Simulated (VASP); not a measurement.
A run of VASP 6.6.1 is set up as follows.

POSCAR

```
Fe
1.0
    2.4015237292      0.0000000000      0.0000000000
    0.0000000000      2.4015237292      0.0000000000
    0.0000000000      0.0000000000      2.4015237292
Fe
1
Direct
    0.0000000000      0.0000000000      0.0000000000
```

File INCAR.step1:

```
SYSTEM = Fe
PREC = Accurate
ENCUT = 520
ISMEAR = 0
SIGMA = 0.1
LREAL = .False.
LASPH = .True.
NELM = 150
ISPIN = 2
MAGMOM = 2.69
LMAXMIX = 4
NBANDS = 14
GGA = PE
ALGO = Normal
EDIFF = 1E-4
LWAVE = .True.
LCHARG = .False.
```

File INCAR.step2:

```
SYSTEM = Fe
PREC = Accurate
ENCUT = 520
EDIFF = 1E-6
ISMEAR = 0
SIGMA = 0.1
LREAL = .False.
LASPH = .True.
NELM = 150
ALGO = Normal
ISIF = 2
LWAVE = .False.
LCHARG = .False.
ISPIN = 2
MAGMOM = 2.69
LORBIT = 11
LMAXMIX = 4
METAGGA = R2SCAN
LMIXTAU = .True.
NBANDS = 14
ISTART = 1
```

KPOINTS

```
Automatic mesh
0
Gamma
  8 8 8
  0 0 0
```

Potentials or basis: VASP PAW PBE potentials, release 64 (Fe).

The run is started by

```sh
$ cat potpaw_PBE.64/Fe/POTCAR > POTCAR
$ cp INCAR.step1 INCAR
$ mpirun -np 1 vasp_std > vasp.out
$ cp INCAR.step2 INCAR
$ mpirun -np 1 vasp_std > vasp.out
```

What does it give for the band gap on the k mesh?

None (metal or under the smearing width).

What does it give for the net moment?

2.75 μB per cell.

Predict the pressure.

-0.3 GPa.

What does it give for the site moments?

Fe +2.78 μB.

Caveat: the PAW data sets were made with another functional, which shifts forces and pressure a little.
